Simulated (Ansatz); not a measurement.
**BP**

**The experiment.** The Crystallography Open Database holds a cell as deposited of cubic BP (space group F-43m), temperature not stated (1963): a = 4.538 Å, 11.68 Å³/atom.

“Equation of state of single-crystal cubic boron phosphide”, 2014, arxiv:1407.1677 reports, for a bulk crystal of BP at 300 K: bulk modulus 179 ± 1 GPa.

The results are compared with them further down.

Method: PBEsol, scalar-relativistic; no spin polarisation; PAW, 420 eV, Γ-centred 12×12×12 mesh, 0.05 eV Gaussian smearing; code Ansatz. The datasets are Ansatz's generated set soft_2.

Space group F-43m (No. 216). a = 4.520 Å, b = 4.520 Å, c = 4.520 Å, α = 90.00°, β = 90.00°, γ = 90.00°
```csv
atom,site,symmetry,x,y,z
B,4a,-43m,0.0000,0.0000,0.0000
P,4c,-43m,0.2500,0.2500,0.2500
```

The chain of runs began from a cell as deposited in COD, expanded in volume.

The cell above was scaled in volume, its shape and atoms being fixed by the lattice's symmetry. Energies are counted from the cell above.

The cell is relaxed to zero pressure at this level.

| V (Å³/atom) | ΔE (meV/atom) | P from the stress (GPa) |
| --- | --- | --- |
| 11.082 | 10.43 | 7.47 |
| 11.313 | 2.51 | 3.56 |
| 11.544 | 0.00 | 0.00 |
| 11.775 | 2.35 | -3.23 |
| 12.006 | 9.16 | -6.17 |

Do the energies and the pressures agree? Compare −ΔE/ΔV between neighbouring points (1 meV/Å³ = 0.1602 GPa) with the mean of their pressures.

| interval (Å³/atom) | −ΔE/ΔV (GPa) | mean P (GPa) |
| --- | --- | --- |
| 11.08 to 11.31 | 5.5 | 5.5 |
| 11.31 to 11.54 | 1.7 | 1.8 |
| 11.54 to 11.77 | -1.6 | -1.6 |
| 11.77 to 12.01 | -4.7 | -4.7 |
They differ by 0.04 GPa at most.

What do the two routes give for V0, B0 and B0′?

A third-order Birch–Murnaghan fit of the energies: V0 = 11.54 Å³/atom, B0 = 169 GPa, B0′ = 3.8. A polynomial of P in ln V, with B = −dP/d ln V at P = 0: V0 = 11.54 Å³/atom, B0 = 170 GPa, B0′ = 3.8.

B0·V0 = 169.5 GPa × 11.54 Å³ = 12.21 eV/atom sets the scale: near the minimum ΔE ≈ ½ B0 V0 x², with x = V/V0 − 1, and a pressure of 1.7 GPa squeezes the volume by about 1 %. At the ends of the curve: x = −4.0 % predicts 9.8 meV/atom and the run gives 10.4; x = +4.0 % predicts 9.8 meV/atom and the run gives 9.2. The lopsidedness is anharmonic: atoms resist being pushed together more than being pulled apart.

**Against experiment.** PBEsol gives 4.520 Å and 11.54 Å³/atom, −1.2 % in volume (−0.4 % in length) from the database's cell. PBEsol was built to cure PBE's overestimate of volumes, and the static lattice lacks thermal expansion. Against the measured bulk modulus of BP, 179 GPa (300 K; “Equation of state of single-crystal cubic boron phosphide”, 2014, arxiv:1407.1677), the calculated 169 GPa is off by -5.3 %. 3 values of this kind are on record (173 to 179 GPa); this one was drawn at random among those near their median, those with a stated uncertainty first.

BP comes out as a stiff, strongly covalent solid. Boron and phosphorus differ little in electronegativity, so their sp³ bonds are only weakly polar, and boron's 2p shell, with no p core beneath it, keeps them short. In the zinc-blende structure, uniform compression shortens every bond equally and leaves the tetrahedral angles unchanged, so the bulk modulus measures resistance to bond stretching, with little relief from bond bending.

The deviations from experiment run against the usual pairing: the calculated cell is slightly too small, yet also slightly too soft, where a contracted lattice would normally be stiffer. Temperature doesn't explain this, since thermal and zero-point motion generally soften a crystal and would lower the calculated 169 GPa further from the measured range. The remainder probably lies in the curvature given by the functional or the datasets, together with scatter among the measurements, whose lower end of 173 GPa is close to the calculated value. Because only isotropic strain was sampled, the results don't establish shear rigidity or hardness.
